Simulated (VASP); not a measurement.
# CO2: band structure with LDA

Crystal: CO2.

```xyz
6
Lattice="-1.9747 1.9747 3.0141 1.9747 -1.9747 3.0141 1.9747 1.9747 -3.0141" Properties=species:S:1:pos:R:3 pbc="T T T"
O     1.3223    0.9874    3.7676
O     0.6525    0.9874    0.7535
O     2.9621    0.6525   -0.7535
O    -0.9874    1.3223    2.2605
C     0.0000    0.0000    0.0000
C     0.0000    1.9747    1.5070
```

The cell comes from a database or a generator and needn't be the stable form of this composition.

| Item | Value |
| --- | --- |
| Program | VASP 6.6.1 |
| Task | band structure |
| Functional | LDA |
| Potentials or basis | VASP PAW LDA potentials, release 64 (O, C) |
| Cutoff | 520 eV |
| k mesh | 10 × 10 × 10 |
| Occupations | gaussian, width 0.02 eV |
| Spin | no spin polarisation |
| Ladder | gaps |
| Further INCAR settings | ALGO = Normal; EDIFF = 1e-06; NBANDS = 25 |

- Pressure: -11.8 GPa
- Largest force: 0.420 eV/Å
- Band gap on the k mesh: 7.38 eV, indirect (least direct gap 7.89 eV)
- Band gap along the path: 7.38 eV, indirect (least direct gap 7.89 eV)

Forces on the atoms (eV/Å):
```
O    0.420  0.000  0.000
O   -0.420  0.000  0.000
O    0.000 -0.420  0.000
O    0.000  0.420  0.000
C    0.000  0.000  0.000
C    0.000  0.000  0.000
```

Stress tensor (GPa, compression positive):
```
-11.48   0.00   0.00
  0.00 -11.48   0.00
  0.00   0.00 -12.50
```

Levels at the corners of the path, in eV from the valence-band top:
| point | band 14 | band 15 | band 16 | band 17 | band 18 | band 19 |
| --- | --- | --- | --- | --- | --- | --- |
| Γ | -0.91 | -0.91 | -0.51 | 7.38 | 8.99 | 8.99 |
| X | -0.65 | -0.51 | -0.51 | 8.69 | 8.69 | 9.69 |
| X | -0.65 | -0.51 | -0.51 | 8.69 | 8.69 | 9.69 |
| Y | -1.04 | -0.32 | -0.32 | 8.50 | 8.50 | 9.93 |
| Y | -1.04 | -0.32 | -0.32 | 8.50 | 8.50 | 9.93 |
| S | -1.18 | -0.34 | -0.11 | 7.89 | 8.85 | 10.05 |
| S | -1.18 | -0.34 | -0.11 | 7.89 | 8.85 | 10.05 |
| Γ | -0.91 | -0.91 | -0.51 | 7.38 | 8.99 | 8.99 |
| Γ | -0.91 | -0.91 | -0.51 | 7.38 | 8.99 | 8.99 |
| Z | -2.84 | -0.01 | -0.01 | 8.61 | 8.61 | 10.48 |
| Z | -2.84 | -0.01 | -0.01 | 8.61 | 8.61 | 10.48 |
| S1 | -1.18 | -0.34 | -0.11 | 7.89 | 8.85 | 10.05 |
| S1 | -1.18 | -0.34 | -0.11 | 7.89 | 8.85 | 10.05 |
| N | -1.40 | -0.42 | 0.00 | 7.98 | 9.30 | 9.44 |
| N | -1.40 | -0.42 | 0.00 | 7.98 | 9.30 | 9.44 |
| P | -0.83 | -0.57 | -0.57 | 8.74 | 8.74 | 9.20 |
| P | -0.83 | -0.57 | -0.57 | 8.74 | 8.74 | 9.20 |
| Y1 | -1.04 | -0.32 | -0.32 | 8.50 | 8.50 | 9.93 |
| Y1 | -1.04 | -0.32 | -0.32 | 8.50 | 8.50 | 9.93 |
| Z | -2.84 | -0.01 | -0.01 | 8.61 | 8.61 | 10.48 |
| X | -0.65 | -0.51 | -0.51 | 8.69 | 8.69 | 9.69 |
| P | -0.83 | -0.57 | -0.57 | 8.74 | 8.74 | 9.20 |

It took 31 s on 2 MPI ranks on Intel(R) Xeon(R) 6975P-C (Granite Rapids) (shared host), peak memory 0.25 GiB a rank.

Expect the measured gap to be larger: semilocal functionals such as LDA lack the derivative discontinuity.
